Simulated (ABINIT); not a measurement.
# ZrC (Fm-3m) in ABINIT: further runs

The runs below take ZrC through single point, relaxation of cell and atoms, with PBE, PBEsol.

Program: ABINIT 10.8.3 (patched build). These are calculated values, not measurements. Logs are shortened: lines on timing, memory, paths and dates and some standing lists are left out, and cuts for length are marked. The log counts tension as positive stress, the text compression.

## Step 1: Starting point

It takes space group Fm-3m (No. 225, cubic). Conventional cell: a = 4.730 Å, b = 4.730 Å, c = 4.730 Å, α = 90.00°, β = 90.00°, γ = 90.00°. Zr (site symmetry m-3m) is surrounded by 6 C at 2.37 Å. Around C (site symmetry m-3m) lie 6 Zr at 2.37 Å.

## Step 2: Single point, PBE

Input file run.abi:

```
pp_dirpath "./"
pseudos "Zr.upf, C.upf"

acell 3*1.0 Angstrom
rprim
     0.0000000000     2.3650000000     2.3650000000
     2.3650000000     0.0000000000     2.3650000000
     2.3650000000     2.3650000000     0.0000000000
ntypat 2
znucl 40 6
natom 2
typat 1 2
xred
     0.5000000000     0.5000000000     0.5000000000
     0.0000000000     0.0000000000     0.0000000000

ecut 1115.666836 eV

kptopt 1
ngkpt 8 8 8
nshiftk 1
shiftk 0.0 0.0 0.0

ixc 11

nband 12
occopt 3
tsmear 0.05 eV

nstep 100
tolvrs 1.0e-10

iomode 3
prtwf 0
prtden 0
prteig 0
prtebands 0
```

Potentials or basis: PseudoDojo NC SR PBE v0.5 stringent.

The run is started by

```console
$ abinit run.abi > log 2>&1
```

run.abo:

```text
.Version 10.8.3 of ABINIT
 Symmetries : space group Fm -3 m (#225); Bravais cF (face-center cubic)
================================================================================
 Values of the parameters that define the memory need of the present run
     intxc =       0    ionmov =       0      iscf =       7    lmnmax =       6
     lnmax =       6     mgfft =      40  mpssoang =       3    mqgrid =    3001
     natom =       2  nloc_mem =       1    nspden =       1   nspinor =       1
    nsppol =       1      nsym =      48    n1xccc =    2501    ntypat =       2
    occopt =       3   xclevel =       2
       mpw =        2250          nfft =       64000          nkpt =          29
================================================================================
================================================================================

--------------------------------------------------------------------------------
------------- Echo of variables that govern the present computation ------------
--------------------------------------------------------------------------------
 -outvars: echo values of preprocessed input variables --------
            acell      1.8897261259E+00  1.8897261259E+00  1.8897261259E+00 Bohr
              amu      9.12240000E+01  1.20110000E+01
             ecut      4.10000000E+01 Hartree
              ixc          11
         kptrlatt        8    0    0      0    8    0      0    0    8
          kptrlen      5.05632519E+01
            natom           2
            nband          12
            ngfft          40      40      40
             nkpt          29
            nstep         100
             nsym          48
           ntypat           2
           occopt           3
           prtden           0
        prtebands           0
           prteig           0
            prtwf           0
            rprim      0.0000000000E+00  2.3650000000E+00  2.3650000000E+00
                       2.3650000000E+00  0.0000000000E+00  2.3650000000E+00
                       2.3650000000E+00  2.3650000000E+00  0.0000000000E+00
          spgroup         225
           tolvrs      1.00000000E-10
           tsmear      1.83746611E-03 Hartree
            typat      1  2
           xangst      2.3650000000E+00  2.3650000000E+00  2.3650000000E+00
                       0.0000000000E+00  0.0000000000E+00  0.0000000000E+00
            xcart      4.4692022878E+00  4.4692022878E+00  4.4692022878E+00
                       0.0000000000E+00  0.0000000000E+00  0.0000000000E+00
             xred      5.0000000000E-01  5.0000000000E-01  5.0000000000E-01
                       0.0000000000E+00  0.0000000000E+00  0.0000000000E+00
            znucl       40.00000    6.00000

================================================================================

 chkinp: Checking input parameters for consistency.

================================================================================
== DATASET  1 ==================================================================

--- !DatasetInfo
iteration_state: {dtset: 1, }
dimensions: {natom: 2, nkpt: 29, mband: 12, nsppol: 1, nspinor: 1, nspden: 1, mpw: 2250, }
cutoff_energies: {ecut:  41.0, pawecutdg:  -1.0, }
electrons: {nelect:   1.60000000E+01, charge:   0.00000000E+00, occopt:   3.00000000E+00, tsmear:   1.83746611E-03, }
meta: {optdriver: 0, ionmov: 0, optcell: 0, iscf: 7, paral_kgb: 0, }
...

 Exchange-correlation functional for the present dataset will be:
  GGA: Perdew-Burke-Ernzerhof functional - ixc=11
  J.P.Perdew, K.Burke, M.Ernzerhof, PRL 77, 3865 (1996)

 Real(R)+Recip(G) space primitive vectors, cartesian coordinates (Bohr,Bohr^-1):
 R(1)=  0.0000000  4.4692023  4.4692023  G(1)= -0.1118768  0.1118768  0.1118768
 R(2)=  4.4692023  0.0000000  4.4692023  G(2)=  0.1118768 -0.1118768  0.1118768
 R(3)=  4.4692023  4.4692023  0.0000000  G(3)=  0.1118768  0.1118768 -0.1118768
 Unit cell volume ucvol=  1.7853363E+02 bohr^3
 Angles (23,13,12)=  6.00000000E+01  6.00000000E+01  6.00000000E+01 degrees

 getcut: wavevector=  0.0000  0.0000  0.0000  ngfft=  40  40  40
         ecut(hartree)=     41.000   => boxcut(ratio)=   2.19562

--- Pseudopotential description ------------------------------------------------
- pspini: atom type   1  psp file is ./Zr.upf
12 -101130 2 -1 1622                          pspcod,pspxc,lmax,lloc,mmax
     nproj     2     2     2

- pspini: atom type   2  psp file is ./C.upf
12 -101130 1 -1 1248                          pspcod,pspxc,lmax,lloc,mmax
     nproj     2     2     0

   3.69795345E+02                                ecore*ucvol(ha*bohr**3)
--------------------------------------------------------------------------------

================================================================================

--- !BeginCycle
iteration_state: {dtset: 1, }
solver: {iscf: 7, nstep: 100, nline: 4, wfoptalg: 0, }
tolerances: {tolvrs: 1.00E-10, }
...

     iter   Etot(hartree)      deltaE(h)  residm     vres2
 ETOT  1  -56.498533247925    -5.650E+01 1.083E-01 1.231E+03
 ETOT  2  -56.396558610081     1.020E-01 4.718E-02 2.134E+03
 ETOT  3  -56.707393766935    -3.108E-01 7.412E-03 1.750E+00
 ETOT  4  -56.707756307356    -3.625E-04 9.955E-02 7.604E-01
 ETOT  5  -56.707796040150    -3.973E-05 1.844E-02 5.303E-01
 ETOT  6  -56.707877378020    -8.134E-05 3.782E-03 5.577E-02
 ETOT  7  -56.707886844710    -9.467E-06 4.301E-04 1.043E-04
 ETOT  8  -56.707886859364    -1.465E-08 6.951E-04 4.204E-06
 ETOT  9  -56.707886859987    -6.236E-10 6.425E-05 5.384E-07
 ETOT 10  -56.707886860078    -9.007E-11 1.163E-04 2.987E-09
 ETOT 11  -56.707886860079    -1.961E-12 4.322E-05 1.034E-10
 ETOT 12  -56.707886860080    -5.116E-13 2.359E-05 1.141E-12

 At SCF step   12       vres2   =  1.14E-12 < tolvrs=  1.00E-10 =>converged.

 Cartesian components of stress tensor (hartree/bohr^3)
  sigma(1 1)=  9.62284221E-05  sigma(3 2)=  0.00000000E+00
  sigma(2 2)=  9.62284221E-05  sigma(3 1)=  0.00000000E+00
  sigma(3 3)=  9.62284221E-05  sigma(2 1)=  0.00000000E+00

--- !ResultsGS
iteration_state: {dtset: 1, }
comment   : Summary of ground state results
lattice_vectors:
- [  0.0000000,   4.4692023,   4.4692023, ]
- [  4.4692023,   0.0000000,   4.4692023, ]
- [  4.4692023,   4.4692023,   0.0000000, ]
lattice_lengths: [   6.32041,    6.32041,    6.32041, ]
lattice_angles: [ 60.000,  60.000,  60.000, ] # degrees, (23, 13, 12)
lattice_volume:   1.7853363E+02
convergence: {deltae: -5.116E-13, res2:  1.141E-12, residm:  2.359E-05, diffor: null, }
etotal    :  -5.67078869E+01
entropy   :   0.00000000E+00
fermie    :   4.07783205E-01
cartesian_stress_tensor: # hartree/bohr^3
- [  9.62284221E-05,   0.00000000E+00,   0.00000000E+00, ]
- [  0.00000000E+00,   9.62284221E-05,   0.00000000E+00, ]
- [  0.00000000E+00,   0.00000000E+00,   9.62284221E-05, ]
pressure_GPa:  -2.8311E+00
xred      :
- [  5.0000E-01,   5.0000E-01,   5.0000E-01, Zr]
- [  0.0000E+00,   0.0000E+00,   0.0000E+00,  C]
cartesian_forces: # hartree/bohr
- [ -0.00000000E+00,  -0.00000000E+00,  -0.00000000E+00, ]
- [ -0.00000000E+00,  -0.00000000E+00,  -0.00000000E+00, ]
force_length_stats: {min:   0.00000000E+00, max:   0.00000000E+00, mean:   0.00000000E+00, }
...

 Integrated electronic density in atomic spheres:
 ------------------------------------------------
 Atom  Sphere_radius  Integrated_density
    1        2.00000          8.36997286
    2        2.00000          3.79915242
================================================================================

 ----iterations are completed or convergence reached----

 Mean square residual over all n,k,spin=   14.598E-08; max=  23.585E-06
 reduced coordinates (array xred) for    2 atoms
       0.500000000000      0.500000000000      0.500000000000
       0.000000000000      0.000000000000      0.000000000000
 rms dE/dt=  0.0000E+00; max dE/dt=  0.0000E+00; dE/dt below (all hartree)
    1       0.000000000000      0.000000000000      0.000000000000
    2       0.000000000000      0.000000000000      0.000000000000

 cartesian coordinates (angstrom) at end:
    1      2.36500000000000     2.36500000000000     2.36500000000000
    2      0.00000000000000     0.00000000000000     0.00000000000000

 cartesian forces (hartree/bohr) at end:
    1     -0.00000000000000    -0.00000000000000    -0.00000000000000
    2     -0.00000000000000    -0.00000000000000    -0.00000000000000
 frms,max,avg= 0.0000000E+00 0.0000000E+00   0.000E+00  0.000E+00  0.000E+00 h/b

 cartesian forces (eV/Angstrom) at end:
    1     -0.00000000000000    -0.00000000000000    -0.00000000000000
    2     -0.00000000000000    -0.00000000000000    -0.00000000000000
 frms,max,avg= 0.0000000E+00 0.0000000E+00   0.000E+00  0.000E+00  0.000E+00 e/A
 length scales=  1.889726125908  1.889726125908  1.889726125908 bohr
              =  1.000000000000  1.000000000000  1.000000000000 angstroms
 Fermi (or HOMO) energy (hartree) =   0.40778   Average Vxc (hartree)=  -0.45155
 Eigenvalues (hartree) for nkpt=  29  k points:
 kpt#   1, nband= 12, wtk=  0.00195, kpt=  0.0000  0.0000  0.0000 (reduced coord)
  -1.36159   -0.54299   -0.54299   -0.54299   -0.00389    0.44395    0.44395    0.44395
   0.44931    0.44931    0.44931    0.51089
      occupation numbers for kpt#   1
   2.00000    2.00000    2.00000    2.00000    2.00000    0.00000    0.00000    0.00000
   0.00000    0.00000    0.00000    0.00000
 prteigrs : prtvol=0 or 1, do not print more k-points.

--- !EnergyTerms
iteration_state     : {dtset: 1, }
comment             : Components of total free energy in Hartree
kinetic             :  1.83343315744802E+01
hartree             :  6.37588863329699E+00
xc                  : -1.21585418164879E+01
Ewald energy        : -4.68871307916027E+01
psp_core            :  2.07129237624954E+00
local_psp           : -2.96084702888670E+01
non_local_psp       :  5.16484957308849E+00
internal            : -5.67077807398424E+01
'-kT*entropy'       : -1.06120237640131E-04
total_energy        : -5.67078868600800E+01
total_energy_eV     : -1.54310021254303E+03
band_energy         : -3.99810477383766E+00
...

 Cartesian components of stress tensor (hartree/bohr^3)
  sigma(1 1)=  9.62284221E-05  sigma(3 2)=  0.00000000E+00
  sigma(2 2)=  9.62284221E-05  sigma(3 1)=  0.00000000E+00
  sigma(3 3)=  9.62284221E-05  sigma(2 1)=  0.00000000E+00

-Cartesian components of stress tensor (GPa)         [Pressure= -2.8311E+00 GPa]
- sigma(1 1)=  2.83113792E+00  sigma(3 2)=  0.00000000E+00
- sigma(2 2)=  2.83113792E+00  sigma(3 1)=  0.00000000E+00
- sigma(3 3)=  2.83113792E+00  sigma(2 1)=  0.00000000E+00

== END DATASET(S) ==============================================================
================================================================================

 -outvars: echo values of variables after computation  --------
            acell      1.8897261259E+00  1.8897261259E+00  1.8897261259E+00 Bohr
           etotal     -5.6707886860E+01
            fcart     -0.0000000000E+00 -0.0000000000E+00 -0.0000000000E+00
                      -0.0000000000E+00 -0.0000000000E+00 -0.0000000000E+00
            rprim      0.0000000000E+00  2.3650000000E+00  2.3650000000E+00
                       2.3650000000E+00  0.0000000000E+00  2.3650000000E+00
                       2.3650000000E+00  2.3650000000E+00  0.0000000000E+00
           strten      9.6228422103E-05  9.6228422103E-05  9.6228422103E-05
                       0.0000000000E+00  0.0000000000E+00  0.0000000000E+00
           xangst      2.3650000000E+00  2.3650000000E+00  2.3650000000E+00
                       0.0000000000E+00  0.0000000000E+00  0.0000000000E+00
             xred      5.0000000000E-01  5.0000000000E-01  5.0000000000E-01
                       0.0000000000E+00  0.0000000000E+00  0.0000000000E+00
 Calculation completed.
```

Wall time 62 s (1 thread of AMD EPYC 7R43 (Zen 3), shared host); peak memory 0.08 GiB.

What came out:

* Free energy: -1543.1002 eV
* Pressure: -2.8 GPa
* Band gap on the k mesh: none (metal or under the smearing width)
* Valence electrons inside the program's atomic spheres: Zr 8.37; C 3.80

## Step 3: Relaxation of cell and atoms, PBEsol

Input file run.abi:

```
# Pseudopotentials
pp_dirpath "./"
pseudos "Zr.GGA_PBE-JTH.xml, C.GGA_PBE-JTH.xml"

# Structure
acell 3*1.0 Angstrom
rprim
     0.0000000000     2.3650000000     2.3650000000
     2.3650000000     0.0000000000     2.3650000000
     2.3650000000     2.3650000000     0.0000000000
ntypat 2
znucl 40 6
natom 2
typat 1 2
chkprim 0
chksymtnons 0
tolsym 1.0e-6
xred
            1/2            1/2            1/2
            0.0            0.0            0.0

# Plane-wave basis
ecut 19.0
pawecutdg 38.0
pawxcdev 0
ecutsm 0.5

# k points
kptopt 1
ngkpt 8 8 8
nshiftk 1
shiftk 0.0 0.0 0.0

# Exchange and correlation
ixc -116133

# Bands and occupations
nband 12
occopt 3
tsmear 0.05 eV

# SCF cycle
nstep 80
tolvrs 1.0e-10

# Output
iomode 3
prteig 0
prtebands 0
prtwf 0
prtden 0

# Relaxation
ionmov 2
optcell 2
ntime 50
tolmxf 2.0e-5
dilatmx 1.08
```

Potentials or basis: JTH PAW PBE v2.0.

The run is started by

```console
$ abinit run.abi > log 2>&1
```

Wall time 84 s (1 thread of AMD EPYC 7R43 (Zen 3), shared host); peak memory 0.11 GiB.

The run converged. Its results:

| Quantity | Value |
| --- | --- |
| Free energy | -1450.3481 eV |
| Relaxed volume | 12.72 Å³/atom |
| Relaxed cell | a = 3.301 Å, b = 3.301 Å, c = 3.301 Å, α = 60.00°, β = 60.00°, γ = 60.00° |
| Space group after relaxing (to 0.05 Å) | Fm-3m (No. 225) |
| Energy gained by relaxing | 13.5 meV/atom |
| Ionic steps | 4 |
| Pressure after relaxing | 0.0 GPa |
| Band gap on the k mesh | none (metal or under the smearing width) |

Step by step:
| step | energy change (eV) | largest force (eV/Å) | pressure (GPa) | volume (Å³) |
| --- | --- | --- | --- | --- |
| 1 | 0.0000 | 0.0000 | -8.50 | 26.46 |
| 2 | -0.0242 | 0.0000 | -2.97 | 25.77 |
| 3 | -0.0271 | 0.0000 | 0.15 | 25.43 |
| 4 | -0.0271 | 0.0000 | 0.00 | 25.44 |

Final structure:
```xyz
2
Lattice="0.0000 2.3344 2.3344 2.3344 0.0000 2.3344 2.3344 2.3344 0.0000" Properties=species:S:1:pos:R:3 pbc="T T T"
Zr    2.3344    2.3344    2.3344
C     0.0000    0.0000    0.0000
```

Caveat: the PAW data sets were made with another functional, which shifts forces and pressure a little.

## Step 4: Single point, PBEsol (cell relaxed)

Input file run.abi:

```
# Pseudopotentials
pp_dirpath "./"
pseudos "Zr.GGA_PBE-JTH.xml, C.GGA_PBE-JTH.xml"

# Structure
acell 3*1.0 Angstrom
rprim
     0.0000000000     2.3344339000     2.3344339000
     2.3344339000     0.0000000000     2.3344339000
     2.3344339000     2.3344339000     0.0000000000
ntypat 2
znucl 40 6
natom 2
typat 1 2
xred
     0.5000000000     0.5000000000     0.5000000000
     0.0000000000     0.0000000000     0.0000000000
chkprim 0
chksymtnons 0
tolsym 1.0e-6

# Plane-wave basis
ecut 517.016339 eV
pawecutdg 38.0
pawxcdev 0

# k points
kptopt 1
ngkpt 8 8 8
nshiftk 1
shiftk 0.0 0.0 0.0

# Exchange and correlation
ixc -116133

# Bands and occupations
nband 12
occopt 3
tsmear 0.05 eV

# SCF cycle
nstep 100
tolvrs 1.0e-9

# Output
iomode 3
prtwf 0
prteig 0
prtebands 0
enunit 1
prtden 1
prtvha 1
prtvclmb 1
prtpot 1
```

Potentials or basis: JTH PAW PBE v2.0.

The run is started by

```console
$ abinit run.abi > log 2>&1
```

run.abo:

```text
.Version 10.8.3 of ABINIT
 Symmetries : space group Fm -3 m (#225); Bravais cF (face-center cubic)
================================================================================
 Values of the parameters that define the memory need of the present run
     intxc =       0    ionmov =       0      iscf =      17    lmnmax =      18
     lnmax =       6     mgfft =      27  mpssoang =       3    mqgrid =    3001
     natom =       2  nloc_mem =       2    nspden =       1   nspinor =       1
    nsppol =       1      nsym =      48    n1xccc =       1    ntypat =       2
    occopt =       3   xclevel =       2
       mpw =         687          nfft =       19683          nkpt =          29
 PAW method is used; the additional fine FFT grid is defined by:
   mgfftf=        36    nfftf =     46656
================================================================================
================================================================================

--------------------------------------------------------------------------------
------------- Echo of variables that govern the present computation ------------
--------------------------------------------------------------------------------
 -outvars: echo values of preprocessed input variables --------
            acell      1.8897261259E+00  1.8897261259E+00  1.8897261259E+00 Bohr
              amu      9.12240000E+01  1.20110000E+01
          chkprim           0
      chksymtnons           0
             ecut      1.90000000E+01 Hartree
           enunit           1
              ixc     -116133
[... 206 lines left out ...]
PAW spherical_terms :  1.68504931160034E+00
internal            : -5.32992275886014E+01
'-kT*entropy'       : -1.05162351184427E-04
total_energy_dc     : -5.32993327509526E+01
total_energy_dc_eV  : -1.45034873013924E+03
...

--- !EnergyTermsWithPAWCore
iteration_state     : {dtset: 1, }
comment             : 'Components of total free energy, including PAW core contributions'
Total energy        : -3.63479030409695E+03
Total energy DC     : -3.63479031122130E+03
Total energy (eV)   : -9.89076828879289E+04
Total energy DC (eV): -9.89076830817923E+04
...

 Cartesian components of stress tensor (hartree/bohr^3)
  sigma(1 1)=  4.11742242E-06  sigma(3 2)=  0.00000000E+00
  sigma(2 2)=  4.11742242E-06  sigma(3 1)=  0.00000000E+00
  sigma(3 3)=  4.11742242E-06  sigma(2 1)=  0.00000000E+00

-Cartesian components of stress tensor (GPa)         [Pressure= -1.2114E-01 GPa]
- sigma(1 1)=  1.21138750E-01  sigma(3 2)=  0.00000000E+00
- sigma(2 2)=  1.21138750E-01  sigma(3 1)=  0.00000000E+00
- sigma(3 3)=  1.21138750E-01  sigma(2 1)=  0.00000000E+00

== END DATASET(S) ==============================================================
================================================================================

 -outvars: echo values of variables after computation  --------
            acell      1.8897261259E+00  1.8897261259E+00  1.8897261259E+00 Bohr
           etotal     -5.3299332751E+01
            fcart     -0.0000000000E+00 -0.0000000000E+00 -0.0000000000E+00
                      -0.0000000000E+00 -0.0000000000E+00 -0.0000000000E+00
            rprim      0.0000000000E+00  2.3344339000E+00  2.3344339000E+00
                       2.3344339000E+00  0.0000000000E+00  2.3344339000E+00
                       2.3344339000E+00  2.3344339000E+00  0.0000000000E+00
           strten      4.1174224196E-06  4.1174224196E-06  4.1174224196E-06
                       0.0000000000E+00  0.0000000000E+00  0.0000000000E+00
           xangst      2.3344339000E+00  2.3344339000E+00  2.3344339000E+00
                       0.0000000000E+00  0.0000000000E+00  0.0000000000E+00
             xred      5.0000000000E-01  5.0000000000E-01  5.0000000000E-01
                       0.0000000000E+00  0.0000000000E+00  0.0000000000E+00
 Calculation completed.
```

Wall time 20 s (1 thread of AMD EPYC 7R43 (Zen 3), shared host); peak memory 0.1 GiB.

Results:

| Property | Result |
| --- | --- |
| Free energy | -1450.3487 eV |
| Pressure | -0.1 GPa |
| Band gap on the k mesh | none (metal or under the smearing width) |
| Valence electrons inside the program's atomic spheres | Zr 9.08; C 2.39 |

Levels at points of the mesh, in eV from the Fermi level:
```tsv
k point	band 4	band 5	band 6	band 7	band 8	band 9	band 10	band 11	band 12
(0.00, 0.00, 0.00)	-25.59	-11.31	1.00	1.00	1.00	1.11	1.11	1.11	2.91
(0.50, 0.00, 0.00)	-25.68	-8.08	-5.37	-2.96	-2.96	4.65	4.65	5.51	6.61
(0.50, 0.50, 0.00)	-25.90	-10.14	-1.98	-1.84	0.14	0.14	4.61	5.87	5.87
```

Caveat: the PAW data sets were made with another functional, which shifts forces and pressure a little.

## Step 5: The runs side by side

| task | level | potentials or basis | cell | cutoff (eV) | cell freedom (optcell) | optimiser (ionmov) | cutoff smearing ecutsm (Ha) | force stop (Ha/bohr) | fine-grid cutoff | gap on the mesh (eV) | pressure (GPa) |
| --- | --- | --- | --- | --- | --- | --- | --- | --- | --- | --- | --- |
| single point | PBE | PseudoDojo NC SR PBE v0.5 stringent | as given | 1116 | - | - | - | - | - | none | -2.8 |
| relaxation of cell and atoms | PBEsol | JTH PAW PBE v2.0 | relaxed | 517 | 2 | 2 | 0.5 | 2e-05 | 1034.03 eV | none | 0.0 |
| single point | PBEsol | JTH PAW PBE v2.0 | cell relaxed | 517 | - | - | - | - | 1034.03 eV | none | -0.1 |

Alike in all rows: no spin polarisation; k mesh 8 × 8 × 8; smearing fermi-dirac 0.05 eV.

Caveats: the PAW data sets were made with another functional, which shifts forces and pressure a little (some runs).

Absolute energies hang on the potentials; compare differences alone.
